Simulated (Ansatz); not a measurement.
GaN, 4H polytype was relaxed with 4 functionals in the PAW code Ansatz, cell and atoms free, the symmetry of the start kept (meshes: PBE 12×12×4, r2SCAN 12×12×2, PBEsol 12×12×2, LDA 12×12×2). The cell comes from a prototype generator: it can be a known phase or a hypothetical one. Spin polarisation is off.

The r2SCAN result:
Space group P6_3mc (No. 186). a = 3.182 Å, b = 3.182 Å, c = 10.377 Å, α = 90.00°, β = 90.00°, γ = 120.00°
```csv
atom,site,symmetry,x,y,z
Ga,2a,3m.,0.0000,0.0000,0.9996
Ga,2b,3m.,0.3333,0.6667,0.2499
N,2a,3m.,0.0000,0.0000,0.1876
N,2b,3m.,0.3333,0.6667,0.4378
```

Space group P6_3mc (No. 186), hexagonal; conventional cell a = 3.182 Å, c = 10.377 Å, 11.37 Å³ an atom. Around Ga lie 4 N at 1.95 Å; around N lie 4 Ga at 1.95 Å.

**Question.** How does the cell change with LDA?

**Answer.** a = 3.151 Å, c = 10.283 Å; the volume differs by -2.8 % from r2SCAN's. Ga has 4 N at 1.93 Å; N has 4 Ga at 1.93 Å (further sites aren't listed).

**Question.** How does the cell change with PBEsol?

**Answer.** a = 3.181 Å, c = 10.379 Å; the volume differs by 0.0 % from r2SCAN's. Ga has 4 N at 1.95 Å; N has 4 Ga at 1.95 Å (further sites aren't listed).

**Question.** Held at the r2SCAN cell, what mean stress do LDA and PBE find, and does its sign point to their own minimum?

**Answer.** Yes. LDA -5.43 GPa, and its relaxed volume is -2.8 % from r2SCAN's; PBE +6.21 GPa, and its relaxed volume is +3.4 % from r2SCAN's. Compression counts positive, so a positive stress asks for a larger cell.
